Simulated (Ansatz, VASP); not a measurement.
## HfO2: VASP beside Ansatz

```
Hf O
1.0
     0.00000    2.40670    2.88804
     2.40670    0.00000    2.88804
     2.40670    2.40670    0.00000
Hf O
1 2
Direct
  0.00000 0.00000 0.00000
  0.25000 0.25000 0.25000
  0.75000 0.75000 0.75000
```

Alike in both runs: task single point; functional r2SCAN; k mesh 8 × 8 × 8; occupations gaussian, width 0.05 eV; no spin polarisation.

|  | VASP | Ansatz |
| --- | --- | --- |
| version | VASP 6.6.1 | Ansatz 0.2.0 |
| potentials or method | VASP PAW PBE potentials, release 64 (Hf_pv, O) | scalar-relativistic, plane waves, PAW |
| plane-wave cutoff (eV) | 520 | 500 |
| valence electrons in the cell | 22 | 38 |

```csv
,VASP,Ansatz,Ansatz less VASP
gap on the k mesh at the Fermi level (eV),1.35,1.35,+0.006
least direct gap on the mesh (eV),1.95,1.95,+0.005
pressure (GPa),-10.6,-7.2,+3.42
largest component of the traceless stress (GPa),61.64,60.78,-0.863
```

The two sets of potentials don't hold the same shells in valence.

Caveats: the PAW data sets were made with another functional, which shifts forces and pressure a little (VASP); spin-orbit coupling is left out, which moves the levels of the heavy elements. r2SCAN opens gaps a little over a GGA but as a rule still falls short of measured ones. A k mesh can miss the band edges.
